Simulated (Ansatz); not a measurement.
A run of Ansatz 0.2.0:

input.yaml

```yaml
crystal:
  lattice:
    - [1.45, -4.065, 0.0]
    - [1.45, 4.065, 0.0]
    - [0.0, 0.0, 3.17]
  atoms:
    - { symbol: Ga, position: [0.133, 0.867, 0.75] }
    - { symbol: Ga, position: [0.867, 0.133, 0.25] }
hamiltonian:
  xc: pbe
  pseudopotentials: { kind: paw }
kpoints:
  mp_grid: { grid: [10, 10, 8] }
  band_path:
    path:
      - [[0.0, 0.0, 0.0], [0.2818093587, 0.2818093587, 0.0], [0.0, 0.5, 0.0], [0.0, 0.5, 0.5], [0.2818093587, 0.2818093587, 0.5], [0.0, 0.0, 0.5], [0.0, 0.0, 0.0], [-0.5, 0.5, 0.0], [-0.2818093587, 0.7181906413, 0.0], [-0.2818093587, 0.7181906413, 0.5], [-0.5, 0.5, 0.5], [-0.5, 0.5, 0.0]]
      - [[0.0, 0.0, 0.5], [-0.5, 0.5, 0.5]]
    npoints: 14
scf:
  occupations: { method: fermi_dirac, width: 0.05 }
  n_extra_bands: 6
output:
  forces: true
  stress: true
  eigenvalues: true
  fatbands: true
```

Potentials or basis: Ansatz PAW.

The run is started by

```bash
$ ansatz run input.yaml --threads 2 --pin off --max-ram 5632MiB --backend cpu --events-out ev --progress --plain --runs-dir out
```

Hardware: 2 threads of Arm Neoverse V1 (shared host).

Question: How long does it take, and how much memory?

Answer: Run time: 5.5 s on 2 threads of Arm Neoverse V1 (shared host), peak memory 0.36 GiB. Counts: scf iterations 6, plane waves 723, k points 155, bands 19.
